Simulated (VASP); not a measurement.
Runs of VASP 6.6.1 on InP. It takes space group F-43m (No. 216, cubic). Conventional cell: a = 5.861 Å, b = 5.861 Å, c = 5.861 Å, α = 90.00°, β = 90.00°, γ = 90.00°. In (site symmetry -43m) is surrounded by 4 P at 2.54 Å. P (site symmetry -43m) has 4 In at 2.54 Å as nearest neighbours. 

| task | level | spin | cell | k mesh | cutoff (eV) | smearing | optimiser | other keys | gap on the mesh (eV) | pressure (GPa) |
| --- | --- | --- | --- | --- | --- | --- | --- | --- | --- | --- |
| single point | optB88-vdW | SOC, no magnetisation | as given | 6 × 6 × 6 | 520 | gaussian 0.05 eV | - | - | - | 3.0 |
| single point | PBEsol | off | as given | 8 × 8 × 8 | 520 | gaussian 0.05 eV | - | - | (a) | 0.6 |
| hyperfine couplings | PBEsol+rVV10 | collinear, zero start | as given | 8 × 8 × 8 | 520 | gaussian 0.01 eV | - | ALGO = Conjugate; AMIX = 0.8 | 0.60 | 0.3 |
| relaxation of cell and atoms | optPBE-vdW | off | relaxed | 8 × 8 × 8 | 600 | tetrahedron | FIRE | - | (b) | 0.0 |

Alike in all rows: potentials or basis VASP PAW PBE potentials, release 64 (In_d, P).

Task: Fill in the values left out.

Result: (a) 0.61; (b) 0.33.

Caveats: the PAW data sets were made with another functional, which shifts forces and pressure a little; spin-orbit coupling is left out, which moves the levels of the heavy elements (some runs).

A k mesh can miss the band edges, and rows without SOC leave out spin-orbit coupling on In.

Runs at the PBE level aren't shown here.
